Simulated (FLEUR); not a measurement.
# HgTe (I-4m2) in FLEUR: further runs

The runs below take HgTe through band structure, equation of state, with SCAN.

All numbers are computed with FLEUR MaX-R8.1 (later development tree); they aren't measurements. Logs are shortened: lines on timing, memory, paths and dates and some standing lists are left out, and cuts for length are marked.

**1. Starting point**

Symmetry: I-4m2, No. 119, tetragonal system. The conventional cell has a = 6.091 Å, b = 6.091 Å, c = 3.119 Å, α = 90.00°, β = 90.00°, γ = 90.00°. Hg (site symmetry -4m2) has 2 Hg at 3.12 Å and 4 Te at 3.14 Å as nearest neighbours. Te (site symmetry -4m2) has 2 Te at 3.12 Å and 4 Hg at 3.14 Å as nearest neighbours.

Measurements of this composition are mostly on another form, of space group No. 216.

**2. Band structure, SCAN**

inp.xml

```xml
<?xml version="1.0" encoding="UTF-8" standalone="no"?>
<fleurInput fleurInputVersion="0.39">
   <comment>
      HgTe                                                                                                
   </comment>
   <calculationSetup>
      <cutoffs Kmax="4.1" Gmax="12.7" GmaxXC="12.7" numbands="0"/>
      <scfLoop itmax="80" minDistance="0.0001" maxIterBroyd="30" imix="Anderson" alpha="0.05" precondParam="0.0" spinf="2.0" sdNocoIR="T"/>
      <coreElectrons ctail="F" frcor="F" kcrel="0" coretail_lmax="0"/>
      <xcFunctional name="LibXC" relativisticCorrections="F">
         <LibXCName exchange="mgga_x_scan" correlation="mgga_c_scan"/>
         <AuxGGA exchange="117" correlation="130"/>
      </xcFunctional>
      <magnetism jspins="1"/>
      <soc l_soc="F" theta="0.0" phi="0.0" spav="F"/>
      <expertModes spex="0" secvar="F"/>
      <geometryOptimization l_f="F" forcealpha="1.0" forcemix="BFGS" epsdisp="0.00001" epsforce="0.00001"/>
      <ldaU l_linMix="F" mixParam="0.05" spinf="1.0"/>
   </calculationSetup>
   <cell>
      <bzIntegration valenceElectrons="42.0" mode="hist" fermiSmearingEnergy="0.00183747">
         <kPointListSelection listName="default-1"/>
         <!-- k-points included here -->
         <xi:include xmlns:xi="http://www.w3.org/2001/XInclude" href="kpts.xml"> </xi:include>
      </bzIntegration>
      <!-- symmetry operations included here -->
[... 32 lines left out ...]
         </electronConfig>
         <energyParameters s="5" p="5" d="5" f="4"/>
         <lo type="SCLO" l="1" n="4" eDeriv="0"/>
         <lo type="SCLO" l="1" n="4" eDeriv="1"/>
         <lo type="SCLO" l="2" n="4" eDeriv="0"/>
         <lo type="SCLO" l="2" n="4" eDeriv="1"/>
         <lo type="SCLO" l="0" n="5" eDeriv="2"/>
         <lo type="SCLO" l="3" n="4" eDeriv="2"/>
      </species>
   </atomSpecies>
   <atomGroups>
      <atomGroup species="Mercury (Hg)">
         <relPos label="                   1">-1.000/4.000 1.000/4.000 1.000/2.000</relPos>
         <force calculate="T" relaxXYZ="TTT"/>
      </atomGroup>
      <atomGroup species="Tellurium (Te)">
         <relPos label="                   2">.0000000000 .0000000000 .0000000000</relPos>
         <force calculate="T" relaxXYZ="TTT"/>
      </atomGroup>
   </atomGroups>
   <output dos="F" band="F" slice="F">
      <checks vchk="F" cdinf="F"/>
      <bandDOS minEnergy="-.5*Htr" maxEnergy="0.5*Htr" sigma="0.015" storeEVData="T"/>
      <vacuumDOS vacdos="F" integ="F" star="F" nstars="0" locx1="0.0" locy1="0.0" locx2="0.0" locy2="0.0" nstm="0" tworkf="0.0"/>
      <unfoldingBand unfoldBand="F" supercellX="1" supercellY="1" supercellZ="1"/>
      <plotting iplot="0" polar="F">
         <plot TwoD="T" vec1="  1.0  0.0  0.0" vec2="  0.0  1.0  0.0" vec3="  0.0  0.0  1.0" zero="  0.0  0.0  0.0" file="plot"/>
      </plotting>
      <chargeDensitySlicing numkpt="0" minEigenval="0.0" maxEigenval="0.0" nnne="0" pallst="F"/>
      <specialOutput eonly="F"/>
      <moessbauerParams electricFieldGradient="T" isomerShift="T" coreHyperfine="T" valenceHyperfine="T"/>
      <magneticCircularDichroism mcd="F" energyLo="-10.0" energyUp="0.0"/>
   </output>
  <!-- We include the file relax.xml here to enable relaxations (see documentation) -->
  <xi:include xmlns:xi="http://www.w3.org/2001/XInclude" href="relax.xml"> <xi:fallback/> </xi:include>
</fleurInput>
```

crystal.txt

```
HgTe
&input cartesian=F /
-3.0456030000  3.0456030000  1.5594100000
3.0456030000  -3.0456030000  1.5594100000
3.0456030000  3.0456030000  -1.5594100000
1.8897261246
1.0 1.0 1.0

2
80 0.7500000000  0.2500000000  0.5000000000
52 0.0000000000  0.0000000000  0.0000000000

&kpt div1=10 div2=10 div3=10 gamma=T /
```

inp.xml (bands)

```
<?xml version="1.0" encoding="UTF-8" standalone="no"?>
<fleurInput fleurInputVersion="0.39">
   <comment>
      HgTe                                                                                                
   </comment>
   <calculationSetup>
      <cutoffs Kmax="4.1" Gmax="12.7" GmaxXC="12.7" numbands="0"/>
      <scfLoop itmax="80" minDistance="0.0001" maxIterBroyd="30" imix="Anderson" alpha="0.05" precondParam="0.0" spinf="2.0" sdNocoIR="T"/>
      <coreElectrons ctail="F" frcor="F" kcrel="0" coretail_lmax="0"/>
      <xcFunctional name="LibXC" relativisticCorrections="F">
         <LibXCName exchange="mgga_x_scan" correlation="mgga_c_scan"/>
         <AuxGGA exchange="117" correlation="130"/>
      </xcFunctional>
      <magnetism jspins="1"/>
      <soc l_soc="F" theta="0.0" phi="0.0" spav="F"/>
      <expertModes spex="0" secvar="F"/>
      <geometryOptimization l_f="F" forcealpha="1.0" forcemix="BFGS" epsdisp="0.00001" epsforce="0.00001"/>
      <ldaU l_linMix="F" mixParam="0.05" spinf="1.0"/>
   </calculationSetup>
   <cell>
      <bzIntegration valenceElectrons="42.0" mode="hist" fermiSmearingEnergy="0.00183747">
         <kPointListSelection listName="path-1"/>
         <!-- k-points included here -->
         <xi:include xmlns:xi="http://www.w3.org/2001/XInclude" href="kpts.xml"> </xi:include>
      </bzIntegration>
      <!-- symmetry operations included here -->
[... 33 lines left out ...]
         <energyParameters s="5" p="5" d="5" f="4"/>
         <lo type="SCLO" l="1" n="4" eDeriv="0"/>
         <lo type="SCLO" l="1" n="4" eDeriv="1"/>
         <lo type="SCLO" l="2" n="4" eDeriv="0"/>
         <lo type="SCLO" l="2" n="4" eDeriv="1"/>
         <lo type="SCLO" l="0" n="5" eDeriv="2"/>
         <lo type="SCLO" l="3" n="4" eDeriv="2"/>
      </species>
   </atomSpecies>
   <atomGroups>
      <atomGroup species="Mercury (Hg)">
         <relPos label="                   1">-1.000/4.000 1.000/4.000 1.000/2.000</relPos>
         <force calculate="T" relaxXYZ="TTT"/>
      </atomGroup>
      <atomGroup species="Tellurium (Te)">
         <relPos label="                   2">.0000000000 .0000000000 .0000000000</relPos>
         <force calculate="T" relaxXYZ="TTT"/>
      </atomGroup>
   </atomGroups>
   <output dos="F" band="T" slice="F">
      <checks vchk="F" cdinf="F"/>
      <bandDOS minEnergy="-.5*Htr" maxEnergy="0.5*Htr" sigma="0.015" storeEVData="T"/>
      <vacuumDOS vacdos="F" integ="F" star="F" nstars="0" locx1="0.0" locy1="0.0" locx2="0.0" locy2="0.0" nstm="0" tworkf="0.0"/>
      <unfoldingBand unfoldBand="F" supercellX="1" supercellY="1" supercellZ="1"/>
      <plotting iplot="0" polar="F">
         <plot TwoD="T" vec1="  1.0  0.0  0.0" vec2="  0.0  1.0  0.0" vec3="  0.0  0.0  1.0" zero="  0.0  0.0  0.0" file="plot"/>
      </plotting>
      <chargeDensitySlicing numkpt="0" minEigenval="0.0" maxEigenval="0.0" nnne="0" pallst="F"/>
      <specialOutput eonly="F"/>
      <moessbauerParams electricFieldGradient="T" isomerShift="T" coreHyperfine="T" valenceHyperfine="T"/>
      <magneticCircularDichroism mcd="F" energyLo="-10.0" energyUp="0.0"/>
   </output>
  <!-- We include the file relax.xml here to enable relaxations (see documentation) -->
  <xi:include xmlns:xi="http://www.w3.org/2001/XInclude" href="relax.xml"> <xi:fallback/> </xi:include>
</fleurInput>
```

Potentials or basis: all-electron, FLAPW.

Launch:

```sh
$ inpgen -f crystal.txt -profile fastHighL
$ # inp.xml edited to the form shown
$ fleur_MPI
$ fleur_MPI   # second run, on inp.xml (bands)
```

The program printed:

```text
Welcome to FLEUR        (www.flapw.de)
      MaX-Release 8.1          (www.max-centre.eu)
 func_ids         267         263         267         263
 MetaGGA potential functional detected - V_tau will be computed
 Auxiliary Potential for radial basis: exchange=         117  correlation=         130
The functional 'SCAN exchange of Sun, Ruzsinszky, and Perdew' is an exchange functional, it belongs to the 'MGGA' family and is defined in the reference(s):
[1] J. Sun, A. Ruzsinszky, and J. P. Perdew.,  Phys. Rev. Lett. 115, 036402 (2015)
The functional 'SCAN correlation of Sun, Ruzsinszky, and Perdew' is a correlation functional, it belongs to the 'MGGA' family and is defined in the reference(s):
[1] J. Sun, A. Ruzsinszky, and J. P. Perdew.,  Phys. Rev. Lett. 115, 036402 (2015)
 Using same functional for VXC and EXC

 ========== k-point set info ==========
 Selected k-point list: default-1
 k-point list type: mesh
 10 x 10 x 10
 Number of k points: 102

 ------------Calculation Setup---------------------------
 Number of MPI-tasks      :            1
 Number of PE/node        :            1
 Number of OMP-threads    :            1
 Most efficient MPI parallelization for:
           1           2           3           6          17          34          51         102
 Additional eigenvalue parallelization possible
 Number of basis functions:          560
 Approximate size of matrices (H+S) per k-point:         0.009 GB
 --------------------------------------------------------
The functional 'Hammer, Hansen, and Norskov' is an exchange functional, it belongs to the 'GGA' family and is defined in the reference(s):
[1] B. Hammer, L. B. Hansen, and J. K. Nørskov.,  Phys. Rev. B 59, 7413 (1999)
The functional 'Perdew, Burke & Ernzerhof' is a correlation functional, it belongs to the 'GGA' family and is defined in the reference(s):
[1] J. P. Perdew, K. Burke, and M. Ernzerhof.,  Phys. Rev. Lett. 77, 3865 (1996)
[2] J. P. Perdew, K. Burke, and M. Ernzerhof.,  Phys. Rev. Lett. 78, 1396 (1997)
 Using same functional for VXC and EXC
 Using auxiliary GGA potential for the first iteration of MetaGGA calculation.
 Reset of history
 Reset of history
 Iteration:     1   Distance:      40.35664575 me/bohr^3
The functional 'Hammer, Hansen, and Norskov' is an exchange functional, it belongs to the 'GGA' family and is defined in the reference(s):
[1] B. Hammer, L. B. Hansen, and J. K. Nørskov.,  Phys. Rev. B 59, 7413 (1999)
The functional 'Perdew, Burke & Ernzerhof' is a correlation functional, it belongs to the 'GGA' family and is defined in the reference(s):
[1] J. P. Perdew, K. Burke, and M. Ernzerhof.,  Phys. Rev. Lett. 77, 3865 (1996)
[2] J. P. Perdew, K. Burke, and M. Ernzerhof.,  Phys. Rev. Lett. 78, 1396 (1997)
 Using same functional for VXC and EXC
 Iteration:     2   Distance:      38.41632572 me/bohr^3
The functional 'Hammer, Hansen, and Norskov' is an exchange functional, it belongs to the 'GGA' family and is defined in the reference(s):
[1] B. Hammer, L. B. Hansen, and J. K. Nørskov.,  Phys. Rev. B 59, 7413 (1999)
The functional 'Perdew, Burke & Ernzerhof' is a correlation functional, it belongs to the 'GGA' family and is defined in the reference(s):
[1] J. P. Perdew, K. Burke, and M. Ernzerhof.,  Phys. Rev. Lett. 77, 3865 (1996)
[2] J. P. Perdew, K. Burke, and M. Ernzerhof.,  Phys. Rev. Lett. 78, 1396 (1997)
 Using same functional for VXC and EXC
 Iteration:     3   Distance:      36.48899832 me/bohr^3
The functional 'Hammer, Hansen, and Norskov' is an exchange functional, it belongs to the 'GGA' family and is defined in the reference(s):
[1] B. Hammer, L. B. Hansen, and J. K. Nørskov.,  Phys. Rev. B 59, 7413 (1999)
The functional 'Perdew, Burke & Ernzerhof' is a correlation functional, it belongs to the 'GGA' family and is defined in the reference(s):
[1] J. P. Perdew, K. Burke, and M. Ernzerhof.,  Phys. Rev. Lett. 77, 3865 (1996)
[2] J. P. Perdew, K. Burke, and M. Ernzerhof.,  Phys. Rev. Lett. 78, 1396 (1997)
 Using same functional for VXC and EXC
 Iteration:     4   Distance:       3.51023598 me/bohr^3
The functional 'Hammer, Hansen, and Norskov' is an exchange functional, it belongs to the 'GGA' family and is defined in the reference(s):
[1] B. Hammer, L. B. Hansen, and J. K. Nørskov.,  Phys. Rev. B 59, 7413 (1999)
The functional 'Perdew, Burke & Ernzerhof' is a correlation functional, it belongs to the 'GGA' family and is defined in the reference(s):
[1] J. P. Perdew, K. Burke, and M. Ernzerhof.,  Phys. Rev. Lett. 77, 3865 (1996)
[2] J. P. Perdew, K. Burke, and M. Ernzerhof.,  Phys. Rev. Lett. 78, 1396 (1997)
 Using same functional for VXC and EXC
 Iteration:     5   Distance:       1.05213743 me/bohr^3
The functional 'Hammer, Hansen, and Norskov' is an exchange functional, it belongs to the 'GGA' family and is defined in the reference(s):
[1] B. Hammer, L. B. Hansen, and J. K. Nørskov.,  Phys. Rev. B 59, 7413 (1999)
The functional 'Perdew, Burke & Ernzerhof' is a correlation functional, it belongs to the 'GGA' family and is defined in the reference(s):
[1] J. P. Perdew, K. Burke, and M. Ernzerhof.,  Phys. Rev. Lett. 77, 3865 (1996)
[2] J. P. Perdew, K. Burke, and M. Ernzerhof.,  Phys. Rev. Lett. 78, 1396 (1997)
 Using same functional for VXC and EXC
 Iteration:     6   Distance:       0.76680907 me/bohr^3
The functional 'Hammer, Hansen, and Norskov' is an exchange functional, it belongs to the 'GGA' family and is defined in the reference(s):
[1] B. Hammer, L. B. Hansen, and J. K. Nørskov.,  Phys. Rev. B 59, 7413 (1999)
The functional 'Perdew, Burke & Ernzerhof' is a correlation functional, it belongs to the 'GGA' family and is defined in the reference(s):
[1] J. P. Perdew, K. Burke, and M. Ernzerhof.,  Phys. Rev. Lett. 77, 3865 (1996)
[2] J. P. Perdew, K. Burke, and M. Ernzerhof.,  Phys. Rev. Lett. 78, 1396 (1997)
 Using same functional for VXC and EXC
[... 40 lines left out ...]
[2] J. P. Perdew, K. Burke, and M. Ernzerhof.,  Phys. Rev. Lett. 78, 1396 (1997)
 Using same functional for VXC and EXC
 Iteration:    13   Distance:       0.00192699 me/bohr^3
The functional 'Hammer, Hansen, and Norskov' is an exchange functional, it belongs to the 'GGA' family and is defined in the reference(s):
[1] B. Hammer, L. B. Hansen, and J. K. Nørskov.,  Phys. Rev. B 59, 7413 (1999)
The functional 'Perdew, Burke & Ernzerhof' is a correlation functional, it belongs to the 'GGA' family and is defined in the reference(s):
[1] J. P. Perdew, K. Burke, and M. Ernzerhof.,  Phys. Rev. Lett. 77, 3865 (1996)
[2] J. P. Perdew, K. Burke, and M. Ernzerhof.,  Phys. Rev. Lett. 78, 1396 (1997)
 Using same functional for VXC and EXC
 Iteration:    14   Distance:       0.00074851 me/bohr^3
The functional 'Hammer, Hansen, and Norskov' is an exchange functional, it belongs to the 'GGA' family and is defined in the reference(s):
[1] B. Hammer, L. B. Hansen, and J. K. Nørskov.,  Phys. Rev. B 59, 7413 (1999)
The functional 'Perdew, Burke & Ernzerhof' is a correlation functional, it belongs to the 'GGA' family and is defined in the reference(s):
[1] J. P. Perdew, K. Burke, and M. Ernzerhof.,  Phys. Rev. Lett. 77, 3865 (1996)
[2] J. P. Perdew, K. Burke, and M. Ernzerhof.,  Phys. Rev. Lett. 78, 1396 (1997)
 Using same functional for VXC and EXC
 Iteration:    15   Distance:       0.00057919 me/bohr^3
The functional 'Hammer, Hansen, and Norskov' is an exchange functional, it belongs to the 'GGA' family and is defined in the reference(s):
[1] B. Hammer, L. B. Hansen, and J. K. Nørskov.,  Phys. Rev. B 59, 7413 (1999)
The functional 'Perdew, Burke & Ernzerhof' is a correlation functional, it belongs to the 'GGA' family and is defined in the reference(s):
[1] J. P. Perdew, K. Burke, and M. Ernzerhof.,  Phys. Rev. Lett. 77, 3865 (1996)
[2] J. P. Perdew, K. Burke, and M. Ernzerhof.,  Phys. Rev. Lett. 78, 1396 (1997)
 Using same functional for VXC and EXC
 Iteration:    16   Distance:       0.00022557 me/bohr^3
The functional 'Hammer, Hansen, and Norskov' is an exchange functional, it belongs to the 'GGA' family and is defined in the reference(s):
[1] B. Hammer, L. B. Hansen, and J. K. Nørskov.,  Phys. Rev. B 59, 7413 (1999)
The functional 'Perdew, Burke & Ernzerhof' is a correlation functional, it belongs to the 'GGA' family and is defined in the reference(s):
[1] J. P. Perdew, K. Burke, and M. Ernzerhof.,  Phys. Rev. Lett. 77, 3865 (1996)
[2] J. P. Perdew, K. Burke, and M. Ernzerhof.,  Phys. Rev. Lett. 78, 1396 (1997)
 Using same functional for VXC and EXC
 Iteration:    17   Distance:       0.00006225 me/bohr^3

 ********************************************************************
 Run finished successfully
 Stop message:
   all done
 ********************************************************************
```

Wall time 6.9 min (1 thread of Arm Neoverse V1, shared host); peak memory 0.14 GiB.

Results:

* Free energy: -719963.1527 eV
* Band gap along the path: none (metal or under the smearing width)
* Valence electrons inside the program's atomic spheres: Hg 18.56; Te 19.99 (radii Hg 2.66, Te 2.66 bohr)

Levels at the corners of the path, in eV from the Fermi level:
| point | band 17 | band 18 | band 19 | band 20 | band 21 | band 22 | band 23 | band 24 | band 25 | band 26 |
| --- | --- | --- | --- | --- | --- | --- | --- | --- | --- | --- |
| Γ | -6.39 | -6.39 | -3.58 | -2.51 | -2.51 | 3.73 | 5.07 | 7.15 | 7.15 | 9.56 |
| X | -6.37 | -6.34 | -6.28 | -0.89 | 1.54 | 2.22 | 3.01 | 3.68 | 9.28 | 10.67 |
| M | -6.36 | -6.31 | -4.61 | -4.39 | -4.39 | 3.40 | 7.63 | 8.42 | 8.42 | 12.61 |
| Γ | -6.39 | -6.39 | -3.58 | -2.51 | -2.51 | 3.73 | 5.07 | 7.15 | 7.15 | 9.56 |
| Z | -6.58 | -6.19 | -3.81 | -2.20 | -2.20 | -2.19 | 4.22 | 5.99 | 5.99 | 9.94 |
| P | -6.64 | -6.46 | -4.63 | -2.96 | -1.74 | 2.31 | 3.34 | 5.60 | 6.20 | 8.05 |
| N | -6.61 | -6.37 | -4.61 | -2.04 | -1.11 | -0.08 | 3.37 | 4.10 | 6.10 | 8.51 |
| Z1 | -6.58 | -6.19 | -3.81 | -2.20 | -2.20 | -2.19 | 4.22 | 5.99 | 5.99 | 9.94 |
| M | -6.36 | -6.31 | -4.61 | -4.39 | -4.39 | 3.40 | 7.63 | 8.42 | 8.42 | 12.61 |
| X | -6.37 | -6.34 | -6.28 | -0.89 | 1.54 | 2.22 | 3.01 | 3.68 | 9.28 | 10.67 |
| P | -6.64 | -6.46 | -4.63 | -2.96 | -1.74 | 2.31 | 3.34 | 5.60 | 6.20 | 8.05 |

Core levels (eV from the Fermi level):
| atom | levels |
| --- | --- |
| 1 Hg | 1s1/2 -83048.5, 2s1/2 -14703.8, 2p1/2 -14103.6, 2p3/2 -12155.6, 3s1/2 -3486.3, 3p1/2 -3216.8, 3p3/2 -2785.3, 4s1/2 -763.9, 3d3/2 -2340.8, 3d5/2 -2248.3, 4p1/2 -648.5, 4p3/2 -544.3, 4d3/2 -356.1, 4d5/2 -336.7, 4f5/2 -94.5, 4f7/2 -90.3 |
| 2 Te | 1s1/2 -31604.7, 2s1/2 -4841.4, 2p1/2 -4535.1, 2p3/2 -4260.6, 3s1/2 -959.9, 3p1/2 -834.1, 3p3/2 -782.9, 4s1/2 -159.6, 3d3/2 -561.3, 3d5/2 -550.6 |

Caveat: the meta-GGA is that of a development version, with a GGA for the radial functions and cores and without core tails; spin-orbit coupling is left out, which moves the levels of the heavy elements.

**3. Equation of state, SCAN, 27.19 Å³/atom (volume scaled by 0.94)**

Changes to inp.xml since step 2:

```diff
@@ -27,3 +27,3 @@
       <xi:include xmlns:xi="http://www.w3.org/2001/XInclude" href="sym.xml"> </xi:include>
-      <bulkLattice scale="1.0">
+      <bulkLattice scale="0.9795861087">
          <bravaisMatrix>
@@ -37,3 +37,3 @@
       <species name="Mercury (Hg)" element="Hg" atomicNumber="80">
-         <mtSphere radius="2.66" gridPoints="879" logIncrement="0.015"/>
+         <mtSphere radius="2.65" gridPoints="879" logIncrement="0.015"/>
          <atomicCutoffs lmax="10" lnonsphr="10"/>
@@ -51,3 +51,3 @@
       <species name="Tellurium (Te)" element="Te" atomicNumber="52">
-         <mtSphere radius="2.66" gridPoints="879" logIncrement="0.015"/>
+         <mtSphere radius="2.65" gridPoints="879" logIncrement="0.015"/>
          <atomicCutoffs lmax="10" lnonsphr="10"/>
```

Potentials or basis: all-electron, FLAPW.

Launch:

```sh
$ inpgen -f crystal.txt -profile fastHighL
$ # inp.xml edited to the form shown
$ fleur_MPI
```

It took 6 min on 1 thread of Arm Neoverse V1, shared host; peak memory 0.14 GiB.

The run converged. Its results:

```yaml
Free_energy: -719963.1860 eV
Band_gap_on_the_k_mesh: none (metal or under the smearing width)
Valence_electrons_inside_the_program's_atomic_spheres: Hg 18.58; Te 20.01 (radii Hg 2.65, Te 2.65 bohr)
```

Caveat: the meta-GGA is that of a development version, with a GGA for the radial functions and cores and without core tails.

**4. Equation of state, SCAN, 27.77 Å³/atom (volume scaled by 0.96)**

Changes to inp.xml since step 3:

```diff
@@ -27,3 +27,3 @@
       <xi:include xmlns:xi="http://www.w3.org/2001/XInclude" href="sym.xml"> </xi:include>
-      <bulkLattice scale="0.9795861087">
+      <bulkLattice scale="0.9864848297">
          <bravaisMatrix>
```

Launch:

```sh
$ inpgen -f crystal.txt -profile fastHighL
$ # inp.xml edited to the form shown
$ fleur_MPI
```

Wall time 6.2 min (1 thread of Arm Neoverse V1, shared host); peak memory 0.14 GiB.

The run converged. Its results:

```
Free energy                                           : -719963.1827 eV
Band gap on the k mesh                                : none (metal or under the smearing width)
Valence electrons inside the program's atomic spheres : Hg 18.57; Te 19.99 (radii Hg 2.65, Te 2.65 bohr)
```

Caveat: the meta-GGA is that of a development version, with a GGA for the radial functions and cores and without core tails.

(Continued in part 2 of 2.)
